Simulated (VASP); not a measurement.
# KMgF3 (Pm-3m) in VASP: settings compared

The runs below take KMgF3 through optical spectrum, chemical shielding, band structure, density of states, with BLYP, PBEsol+D3, PBE, LDA.

All numbers are computed with VASP 6.6.1; they aren't measurements. Logs are shortened: lines on timing, memory, paths and dates and some standing lists are left out, and cuts for length are marked.

**1. The structure**

The structure is cubic, space group Pm-3m (No. 221). Conventional cell: a = 3.986 Å, b = 3.986 Å, c = 3.986 Å, α = 90.00°, β = 90.00°, γ = 90.00°. Around K (site symmetry m-3m) lie 12 F at 2.82 Å. Mg (site symmetry m-3m) is surrounded by 6 F at 1.99 Å. F (site symmetry 4/mmm) has 2 Mg at 1.99 Å as nearest neighbours.

**2. Optical spectrum, BLYP (volume scaled by 0.92)**

INCAR

```
SYSTEM = KMgF3
PREC     = Accurate       ! precision mode
ENCUT    = 800            ! plane-wave cutoff, eV
EDIFF    = 1E-6           ! SCF threshold, eV
ISMEAR   = 0              ! smearing method
SIGMA    = 0.05           ! smearing width, eV
LREAL    = .FALSE.        ! projectors in reciprocal space
LASPH    = .TRUE.         ! aspherical terms in the spheres
NELM     = 60             ! most SCF steps
ALGO     = Fast           ! electronic algorithm
ISIF     = 2              ! what is computed and relaxed
LWAVE    = .FALSE.        ! write WAVECAR
LCHARG   = .FALSE.        ! write CHGCAR
GGA      = B5             ! functional
ALDAX    = 1.0          
AGGAX    = 1.0          
AGGAC    = 1.0          
ALDAC    = 0.0          
LOPTICS  = .TRUE.         ! frequency-dependent dielectric function
NBANDS   = 67             ! bands
NEDOS    = 2000           ! points of the DOS
CSHIFT   = 0.1
```

KPOINTS

```
Automatic mesh
0
G
  2 2 2
  0 0 0
```

POSCAR

```
KMgF3
3.8766
    1.000010783264      0.000000000000      0.000000000000
    0.000000000000      1.000010783264      0.000000000000
    0.000000000000      0.000000000000      1.000010783264
K Mg F
1 1 3
Direct
    0.5000000000      0.5000000000      0.5000000000
    0.0000000000      0.0000000000      0.0000000000
    0.0000000000      0.0000000000      0.5000000000
    0.0000000000      0.5000000000      0.0000000000
    0.5000000000      0.0000000000      0.0000000000
```

Potentials or basis: VASP PAW PBE potentials, release 64 (K_sv, Mg_pv, F).

Started as:

```console
$ cat potpaw_PBE.64/K_sv/POTCAR potpaw_PBE.64/Mg_pv/POTCAR potpaw_PBE.64/F/POTCAR > POTCAR
$ mpirun -np 1 vasp_std > vasp.out
```

OUTCAR:

```text
SYSTEM = KMgF3
   PREC = Accurate
   ENCUT = 800
   EDIFF = 1E-6
   ISMEAR = 0
   LREAL = .FALSE.
   LASPH = .TRUE.
   NELM = 60
   ISIF = 2
   GGA = B5

 ion  position               nearest neighbor table
   1  0.500  0.500  0.500-   3 2.74   4 2.74   5 2.74   4 2.74   5 2.74   3 2.74   5 2.74   5 2.74
                             3 2.74   4 2.74   4 2.74   3 2.74
   2  0.000  0.000  0.000-   3 1.94   4 1.94   5 1.94   3 1.94   4 1.94   5 1.94
   3  0.000  0.000  0.500-   2 1.94   2 1.94   1 2.74   1 2.74   1 2.74   1 2.74
   4  0.000  0.500  0.000-   2 1.94   2 1.94   1 2.74   1 2.74   1 2.74   1 2.74
   5  0.500  0.000  0.000-   2 1.94   2 1.94   1 2.74   1 2.74   1 2.74   1 2.74

  LATTYP: Found a simple cubic cell.
 ALAT       =     3.8766418024

  Lattice vectors:

 A1 = (   3.8766418024,   0.0000000000,   0.0000000000)
 A2 = (   0.0000000000,   3.8766418024,   0.0000000000)
 A3 = (   0.0000000000,   0.0000000000,   3.8766418024)

Analysis of symmetry for initial positions (statically):
=====================================================================
 Subroutine PRICEL returns:
 Original cell was already a primitive cell.

 Routine SETGRP: Setting up the symmetry group for a
 simple cubic supercell.

 Subroutine GETGRP returns: Found 48 space group operations
 (whereof 48 operations were pure point group operations)
 out of a pool of 48 trial point group operations.

The static configuration has the point symmetry O_h .

Analysis of symmetry for dynamics (positions and initial velocities):
=====================================================================
 Subroutine PRICEL returns:
 Original cell was already a primitive cell.

 Routine SETGRP: Setting up the symmetry group for a
 simple cubic supercell.
[... 297 lines left out ...]
  energy-cutoff  :      800.00
  volume of cell :       58.26
      direct lattice vectors                 reciprocal lattice vectors
     3.876641802  0.000000000  0.000000000     0.257955223  0.000000000  0.000000000
     0.000000000  3.876641802  0.000000000     0.000000000  0.257955223  0.000000000
     0.000000000  0.000000000  3.876641802     0.000000000  0.000000000  0.257955223

 POSITION                                       TOTAL-FORCE (eV/Angst)
 -----------------------------------------------------------------------------------
      1.93832      1.93832      1.93832         0.000000      0.000000      0.000000
      0.00000      0.00000      0.00000         0.000000      0.000000      0.000000
      0.00000      0.00000      1.93832         0.000000      0.000000      0.000000
      0.00000      1.93832      0.00000         0.000000      0.000000      0.000000
      1.93832      0.00000      0.00000         0.000000      0.000000      0.000000
 -----------------------------------------------------------------------------------
    total drift:                                0.000000      0.000000     -0.000000

  FREE ENERGIE OF THE ION-ELECTRON SYSTEM (eV)
  ---------------------------------------------------
  free  energy   TOTEN  =       -23.4862648241 eV

  energy  without entropy=      -23.4862648241  energy(sigma->0) =      -23.48626482

 electrical conductivity sigma (Mega S m-1) (frequency dependency in vasprun.xml)
  --------------------------------------------------------------------------------------
       0.000      -0.000       0.000
       0.000       0.000      -0.000
      -0.000       0.000       0.000

  frequency dependent IMAGINARY DIELECTRIC FUNCTION (independent particle, no local field effects) density-density
     E(ev)      X         Y         Z        XY        YZ        ZX
  --------------------------------------------------------------------------------------------------------------
     0.00000     0.00000     0.00000     0.00000     0.00000     0.00000     0.00000
     1.06112     0.00115     0.00115     0.00115     0.00000     0.00000     0.00000
     2.12224     0.00242     0.00242     0.00242     0.00000     0.00000     0.00000
     3.18336     0.00398     0.00398     0.00398     0.00000     0.00000     0.00000
     4.24448     0.00615     0.00615     0.00615     0.00000     0.00000     0.00000
     5.30561     0.00967     0.00967     0.00967     0.00000     0.00000     0.00000
[... 92 lines left out ...]
   103.98986     0.00014     0.00014     0.00014    -0.00000     0.00000     0.00000
   105.05098     0.00013     0.00013     0.00013    -0.00000     0.00000     0.00000

  frequency dependent      REAL DIELECTRIC FUNCTION (independent particle, no local field effects) density-density
     E(ev)        X           Y           Z          XY          YZ          ZX
  --------------------------------------------------------------------------------------------------------------
     0.00000     2.19405     2.19405     2.19405     0.00000     0.00000     0.00000
     1.06112     2.20011     2.20011     2.20011     0.00000     0.00000     0.00000
     2.12224     2.21890     2.21890     2.21890     0.00000     0.00000     0.00000
     3.18336     2.25253     2.25253     2.25253     0.00000    -0.00000     0.00000
     4.24448     2.30551     2.30551     2.30551     0.00000    -0.00000     0.00000
     5.30561     2.38752     2.38752     2.38752     0.00000    -0.00000     0.00000
[... 92 lines left out ...]
   103.98986     0.94232     0.94232     0.94232    -0.00000     0.00000    -0.00000
   105.05098     0.94377     0.94377     0.94377    -0.00000     0.00000    -0.00000

  frequency dependent IMAGINARY DIELECTRIC FUNCTION (independent particle, no local field effects) current-current
     E(ev)      X         Y         Z        XY        YZ        ZX
  --------------------------------------------------------------------------------------------------------------
     0.00000     4.50114     4.50114     4.50114     0.00000     0.00000     0.00000
     1.06112     0.22734     0.22734     0.22734     0.00000     0.00000     0.00000
     2.12224     0.11729     0.11729     0.11729     0.00000     0.00000     0.00000
     3.18336     0.08268     0.08268     0.08268     0.00000     0.00000     0.00000
     4.24448     0.06766     0.06766     0.06766     0.00000     0.00000     0.00000
     5.30561     0.06197     0.06197     0.06197     0.00000     0.00000     0.00000
[... 92 lines left out ...]
   103.98986     0.00003     0.00003     0.00003    -0.00000    -0.00000    -0.00000
   105.05098     0.00003     0.00003     0.00003    -0.00000    -0.00000    -0.00000

  frequency dependent      REAL DIELECTRIC FUNCTION (independent particle, no local field effects) current-current
     E(ev)        X           Y           Z          XY          YZ          ZX
  --------------------------------------------------------------------------------------------------------------
     0.00000     2.19384     2.19384     2.19384     0.00000     0.00000     0.00000
     1.06112     2.19988     2.19988     2.19988     0.00000     0.00000     0.00000
     2.12224     2.21866     2.21866     2.21866     0.00000     0.00000     0.00000
     3.18336     2.25227     2.25227     2.25227     0.00000     0.00000     0.00000
     4.24448     2.30521     2.30521     2.30521     0.00000     0.00000     0.00000
     5.30561     2.38715     2.38715     2.38715     0.00000     0.00000     0.00000
[... 92 lines left out ...]
   103.98986     0.94232     0.94232     0.94232    -0.00000    -0.00000    -0.00000
   105.05098     0.94377     0.94377     0.94377    -0.00000    -0.00000    -0.00000
```

OSZICAR:

```text
N       E                     dE             d eps       ncg     rms          rms(c)
DAV:   1     0.460809725267E+03    0.46081E+03   -0.23802E+04   568   0.814E+02
DAV:   2     0.369806608314E+01   -0.45711E+03   -0.40741E+03   584   0.268E+02
DAV:   3    -0.254221438696E+02   -0.29120E+02   -0.28461E+02   697   0.689E+01
DAV:   4    -0.261514404364E+02   -0.72930E+00   -0.72570E+00   704   0.733E+00
DAV:   5    -0.261600995866E+02   -0.86592E-02   -0.86584E-02   624   0.664E-01    0.994E+00
RMM:   6    -0.235555247110E+02    0.26046E+01   -0.17595E+00   603   0.366E+00    0.441E+00
RMM:   7    -0.235144874061E+02    0.41037E-01   -0.43192E-02   623   0.848E-01    0.283E+00
RMM:   8    -0.234914365676E+02    0.23051E-01   -0.64892E-02   627   0.998E-01    0.494E-01
RMM:   9    -0.234861822081E+02    0.52544E-02   -0.41602E-03   644   0.229E-01    0.151E-01
RMM:  10    -0.234862718549E+02   -0.89647E-04   -0.40631E-04   653   0.853E-02    0.692E-02
RMM:  11    -0.234862855654E+02   -0.13711E-04   -0.62268E-05   689   0.328E-02    0.442E-02
RMM:  12    -0.234862663343E+02    0.19231E-04   -0.39504E-05   675   0.218E-02    0.194E-02
RMM:  13    -0.234862648591E+02    0.14752E-05   -0.19199E-06   647   0.512E-03    0.682E-03
RMM:  14    -0.234862648241E+02    0.34978E-07   -0.40181E-07   553   0.225E-03
   1 F= -.23486265E+02 E0= -.23486265E+02  d E =-.209394E-14
 imaginary and real dielectric function
```

stdout:

```text
POSCAR found type information on POSCAR K MgF
 POSCAR found :  3 types and       5 ions
 scaLAPACK will be used
 -----------------------------------------------------------------------------
|                                                                             |
|                                                                             |
|     You enforced a specific xc type in the INCAR file but a different       |
|     I HOPE YOU KNOW WHAT YOU ARE DOING!                                     |
|                                                                             |
 -----------------------------------------------------------------------------

 LDA part: xc-table for (Slater(with rela. corr.)+VWN5), standard interpolation
 POSCAR, INCAR and KPOINTS ok, starting setup
 FFT: planning ... GRIDC
 FFT: planning ... GRID_SOFT
 FFT: planning ... GRID
 WAVECAR not read
 entering main loop
 optical routines
 imaginary and real dielectric function
 recalculating local potential from charge density
 direction            1
 direction            2
 direction            3
```

It took 24 s on 1 thread of Intel Xeon 6975P-C (Granite Rapids), shared host; peak memory 0.23 GiB.

These settings aren't checked as converged (typed here: k = 2 × 2 × 2; ENCUT = 800; ALGO = Fast): the numbers below hold their error.

Results:

```yaml
Free_energy: -23.4863 eV
Pressure: 14.0 GPa
Band_gap_on_the_k_mesh: 8.13 eV, indirect (least direct gap 8.44 eV)
```

Caveat: the k mesh is coarse (spacing up to 0.81 Å⁻¹), so the values aren't converged; spectra need much finer meshes, so this one isn't converged; these spectra lack excitons; the PAW data sets were made with another functional, which shifts forces and pressure a little.

**3. Chemical shielding, PBEsol+D3 (volume scaled by 0.96)**

INCAR

```
SYSTEM = KMgF3
PREC = Accurate
ENCUT = 520
EDIFF = 1E-8
ISMEAR = 0
SIGMA = 0.05
LREAL = .False.
LASPH = .True.
NELM = 100
ALGO = Fast
ISIF = 2
LWAVE = .False.
LCHARG = .False.
GGA = PS
IVDW = 11
LCHIMAG = .True.
DQ = 0.001
ICHIBARE = 1
LNMR_SYM_RED = .True.
NELMDL = 0
IMIX = 1
AMIX = 0.2
```

KPOINTS

```
regular mesh
0
Gamma
  7 7 7
  0 0 0
```

POSCAR

```
KMgF3
1.0
    3.9320298828      0.0000000000      0.0000000000
    0.0000000000      3.9320298828      0.0000000000
    0.0000000000      0.0000000000      3.9320298828
K Mg F
1 1 3
Cartesian
    1.9660149414      1.9660149414      1.9660149414
    0.0000000000      0.0000000000      0.0000000000
    0.0000000000      0.0000000000      1.9660149414
    0.0000000000      1.9660149414      0.0000000000
    1.9660149414      0.0000000000      0.0000000000
```

Potentials or basis: VASP PAW PBE potentials, release 64 (K_sv, Mg_pv, F).

Started as:

```console
$ cat potpaw_PBE.64/K_sv/POTCAR potpaw_PBE.64/Mg_pv/POTCAR potpaw_PBE.64/F/POTCAR > POTCAR
$ mpirun -np 1 vasp_std > vasp.out
```

OUTCAR:

```text
SYSTEM = KMgF3
   PREC = Accurate
   ENCUT = 520
   EDIFF = 1E-8
   ISMEAR = 0
   LREAL = .False.
   LASPH = .True.
   NELM = 100
   ISIF = 2
   GGA = PS
   IVDW = 11
   NELMDL = 0
   IMIX = 1
   AMIX = 0.2
 IVDW          = 11

 ion  position               nearest neighbor table
   1  0.500  0.500  0.500-   3 2.78   4 2.78   5 2.78   4 2.78   5 2.78   3 2.78   5 2.78   5 2.78
                             3 2.78   4 2.78   4 2.78   3 2.78
[... 795 lines left out ...]
  Core contribution to magnetic susceptibility:     -2.18  10^-6 cm^3/mole
 --------------------------------------------------------------------------

  CSA tensor (J. Mason, Solid State Nucl. Magn. Reson. 2, 285 (1993))
  for chemical shielding  (including the isotropic core contribution)

  BDIR labels direction of applied magnetic field (i.e. B0)
  For BDIR==1, B0 along x-axis, etc.
  Induced field listed along cartesian directions for each BDIR
 ------------------------------------------------------------------------------------------
                 EXCLUDING G=0 CONTRIBUTION              INCLUDING G=0 CONTRIBUTION
 ------------------------------------------------------------------------------------------
  ion  BDIR            X           Y           Z                X           Y           Z
          (   iso_shield        span        skew ) (   iso_shield        span        skew )
 ------------------------------------------------------------------------------------------
    1     1    1164.2527      0.0000      0.0000        1172.6906      0.0000      0.0000
          2       0.0000   1164.2527     -0.0000           0.0000   1172.6906     -0.0000
          3      -0.0000      0.0000   1164.2527          -0.0000     -0.0000   1172.6906
          (    1164.2527      0.0000      0.0000 ) (    1172.6906      0.0000      0.0000 )
[... 16 lines left out ...]
    5     1     319.7928     -0.0000      0.0000         328.2307     -0.0000      0.0000
          2       0.0000    318.4755      0.0000           0.0000    326.9134      0.0000
          3      -0.0000     -0.0000    318.4755          -0.0000     -0.0000    326.9134
          (     318.9146      1.3173      1.0000 ) (     327.3525      1.3173      1.0000 )
 ------------------------------------------------------------------------------------------
  IF SPAN.EQ.0, THEN SKEW IS ILL-DEFINED
 ------------------------------------------------------------------------------------------
```

Run time: 5.1 min. Hardware: 1 thread of Intel Xeon 6975P-C (Granite Rapids), shared host; peak memory 0.3 GiB.

Results:

```
Dispersion energy per atom : -0.140 eV
```

Chemical shielding (ppm):
| atom | isotropic | span | skew |
| --- | --- | --- | --- |
| 1 K | 1173 | 0 | 0.00 |
| 2 Mg | 551 | 0 | 0.00 |
| 3 F | 327 | 1 | 1.00 |
| 4 F | 327 | 1 | 1.00 |
| 5 F | 327 | 1 | 1.00 |

Caveat: the PAW data sets were made with another functional, which shifts forces and pressure a little.

(Continued in part 2 of 2.)
